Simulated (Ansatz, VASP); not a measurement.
One calculation of Ag, two programs

```
Ag
1.0
     2.64104    0.00000    0.00000
     0.00000    2.64104    0.00000
     0.00000    0.00000    2.64104
Ag
1
Direct
  0.00000 0.00000 0.00000
```

The cell was built by a generator and needn't be a form met in nature.

Alike in both runs: task relaxation of cell and atoms; functional PBEsol; k mesh 12 × 12 × 12; occupations fermi-dirac, width 0.1 eV; no spin polarisation.

```csv
,VASP,Ansatz
version,VASP 6.6.1,Ansatz 0.2.0
potentials or method,"VASP PAW PBE potentials, release 64 (Ag)","plane waves (420 eV) with PAW, scalar-relativistic"
plane-wave cutoff (eV),600,420
valence electrons in the cell,11,19
```

```tsv
	VASP	Ansatz	Ansatz less VASP
relaxed volume (Å³/atom)	19.32	19.37	+0.049
relaxed cell length with the largest relative difference (Å)	2.683	2.686	+0.0023
energy change over the relaxation (meV/atom)	-13	-14	-1.4
```

The two sets of potentials don't hold the same shells in valence. Ansatz warned: «pseudo_functional_mismatch».

Caveats: the PAW data sets were made with another functional, which shifts forces and pressure a little (VASP).
